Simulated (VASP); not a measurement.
Te:

```xyz
3
Lattice="4.5587 0.0000 0.0000 -2.2794 3.9480 0.0000 0.0000 0.0000 6.0724" Properties=species:S:1:pos:R:3 pbc="T T T"
Te    1.2091    0.0000    2.0241
Te   -0.6046    1.0471    4.0483
Te    1.6748    2.9009    0.0000
```

The cell isn't the ideal one: a relaxed cell with its volume scaled by 1.06.

| Quantity | Value |
| --- | --- |
| Program | VASP 6.6.1 |
| Task | relaxation of shape and atoms at fixed volume |
| Functional | r2SCAN |
| Dispersion | rVV10 |
| Potentials or basis | VASP PAW PBE potentials, release 64 (Te) |
| Cutoff | 600 eV |
| k mesh | 9 × 9 × 6 |
| Occupations | gaussian, width 0.03 eV |
| Spin | no spin polarisation |

At the start: pressure -2.5 GPa; volume 36.43 Å³/atom.

Where does the relaxation end?

Over 6 steps the energy falls by 10.9 meV/atom; space group P3_121 (No. 152, to 0.05 Å).

The path:
```tsv
step	energy change (eV)	largest force (eV/Å)	pressure (GPa)
1	0.0000	0.3009	-2.54
2	-0.0173	0.2219	-2.05
3	-0.0323	0.0463	-1.08
4	-0.0326	0.0065	-0.88
5	-0.0326	0.0140	-0.92
6	-0.0327	0.0090	-0.92
```

Final structure:
```
CELL_PARAMETERS angstrom
4.61728 0.00000 0.00000
-2.30864 3.99868 0.00000
0.00000 0.00000 5.91943
ATOMIC_POSITIONS crystal
Te 0.25546 0.00000 0.33333
Te 0.00000 0.25546 0.66667
Te 0.74454 0.74454 0.00000
```

Caveat: the PAW data sets were made with another functional, which shifts forces and pressure a little.
